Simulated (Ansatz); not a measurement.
Relaxed BeO (wurtzite):

```
BeO
1.0
    2.69049     0.00000     0.00000
   -1.34524     2.33003     0.00000
    0.00000     0.00000     4.36988
Be O
2 2
Direct
  0.66667   0.33333   0.00145
  0.33333   0.66667   0.50145
  0.66667   0.33333   0.62375
  0.33333   0.66667   0.12375
```

Scan: atom 3 (O, nearest neighbour Be at 1.643 Å; its periodic images, 2.7 Å or more away, move with it) is displaced along Cartesian z, direction (0.000, 0.000, 1.000) in Cartesian axes, by s. The other atoms stay.

Computed with r2SCAN (plane waves to 500 eV, PAW, scalar-relativistic; Ansatz, a program for electronic structure). k mesh 11×11×6 (Γ-centred), Fermi-Dirac smearing 0.05 eV. The energy includes the smearing's −TS. BeO was relaxed with its symmetry unable to fall. The zero of ΔE is the undisplaced structure.

Successive frames, forces in eV/Å:

```json
[
 {"frame": "s = 0.132 Å", "ΔE (meV/cell)": "209", "F on Be1": "(0.000, 0.000, 1.087)", "F on Be2": "(0.000, 0.000, 0.887)", "F on O3": "(0.000, 0.000, -3.394)", "F on O4": "(0.000, 0.000, 1.420)"},
 {"frame": "s = 0.066 Å", "ΔE (meV/cell)": "49", "F on Be1": "(0.000, 0.000, 0.373)", "F on Be2": "(0.000, 0.000, 0.445)", "F on O3": "(0.000, 0.000, -1.527)", "F on O4": "(0.000, 0.000, 0.710)"},
 {"frame": "s = 0.000 Å", "ΔE (meV/cell)": "0", "F on Be1": "(0.000, 0.000, 0.000)", "F on Be2": "(0.000, 0.000, 0.000)", "F on O3": "(0.000, 0.000, 0.000)", "F on O4": "(0.000, 0.000, 0.000)"}
]
```

What are the energy and the forces in the next frame, s = -0.066 Å?

ΔE (meV/cell) = 43.

```tsv
atom	Fx	Fy	Fz
Be1	0.000	0.000	-0.128
Be2	0.000	0.000	-0.429
O3	0.000	0.000	1.273
O4	0.000	0.000	-0.716
```

(For displaced atoms, the force is minus the slope of the energy, and its curvature is a force constant, which sets phonon frequencies.)
